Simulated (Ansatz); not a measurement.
Calculated with Ansatz (gas phase, PBE0-D4/def2-TZVP geometries, no zero-point term in ΔE). CCSD(T)/CBS adds triple-zeta CCSD(T) − MP2 to the extrapolated MP2 energy (def2 sets, frozen cores). This one scheme is used for every species. For Ga outer-core shells are correlated without core-valence functions, which leaves a few kJ/mol of doubt a bond. Scalar relativity is left out up to krypton. One conformer a species, not always the lowest.

Consider the ligand exchange at the Si–C bond: `FC(F)(F)[SiH3]` + `[CH3][Ga]([CH3])[OH]` → `[CH3][Ga]([CH3])[O][SiH3]` + `FC(F)F`.

```tsv
level	ΔE (kcal/mol)
CCSD(T)/def2-SVP	-33.3
HF/CBS(def2)	-40.2
```

Task: What does CCSD(T)/CBS give? (An estimate is asked.)

Result: The calculation gave: -33.1 kcal/mol. The listed levels differ from it by -0.2, -7.1 kcal/mol.

Largest T1 diagnostic among the species: 0.013.

From r2SCAN to r2SCAN0 (25 % exact exchange), in def2-TZVPP and without D4, ΔE moves by −2.0 kcal/mol. Leaving LDA and LC-ωPBE aside and taking each functional with its dispersion term where it has one, the values, not all of them listed here, spread over 8.1 kcal/mol, from BHLYP-D4 to PBE-D4.

CCSD(T)/CBS has its own doubt, a few kJ/mol and more with outer-core shells, so smaller differences from it don't rank the levels.
